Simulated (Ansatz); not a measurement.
Pd:

```xyz
1
Lattice="-1.5723 1.5723 1.5723 1.5723 -1.5723 1.5723 1.5723 1.5723 -1.5723" Properties=species:S:1:pos:R:3 pbc="T T T"
Pd    0.0000    0.0000    0.0000
```

This isn't the form of Pd at room conditions, which is fcc.

Base run:

| Property | Result |
| --- | --- |
| Program | Ansatz 0.2.0 |
| Functional | RPBE |
| Potentials or basis | Ansatz PAW |
| Cutoff | 420 eV (not typed: the program's choice for these potentials) |
| k mesh | 12 × 12 × 12 |
| Occupations | fermi-dirac, width 0.05 eV |
| Spin | no spin polarisation |

Its results: band gap on the k mesh none (metal or under the smearing width); pressure 3.3 GPa.

Problem. After a change of settings the same cell gave: band gap on the k mesh none (metal or under the smearing width); pressure -5.6 GPa. Which change was it?
A. functional from RPBE to BLYP
B. functional from RPBE to revPBE
C. functional from RPBE to PBEsol
D. functional from RPBE to r2SCAN; cutoff from 420 eV (not typed: the program's choice for these potentials) to 500 eV (not typed: the program's choice for these potentials)

Solution. D.

Caveats: the PAW data sets come from PBE, with cores solved anew for the run's functional, which leaves a small shift of forces and pressure.

Runs at the PBE level aren't shown here.
